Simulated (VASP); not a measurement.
TaN:

```
Ta N
1.0
     2.93800    0.00000    0.00000
    -1.46900    2.54438    0.00000
     0.00000    0.00000    2.88300
Ta N
1 1
Direct
  0.33333 0.66667 0.50000
  0.00000 0.00000 0.00000
```

Program: VASP 6.6.1. Alike in all runs: task single point; level PBE0(alpha); potentials or basis VASP PAW PBE potentials, release 64 (Ta_pv, N); no spin polarisation; cell as given; k mesh 5 × 5 × 5; cutoff (eV) 520; smearing fermi-dirac 0.05 eV; the mesh is coarse, so values aren't converged.

**Question.** Order these runs on this cell by their pressure, lowest first.
A. share of exact exchange 0.25
B. share of exact exchange 0.3
C. share of exact exchange 0.4

**Answer.** C (-9.6 GPa), B (-6.0 GPa), A (-4.2 GPa).

Caveats: all runs use coarse meshes; the PAW data sets were made with another functional, which shifts forces and pressure a little.
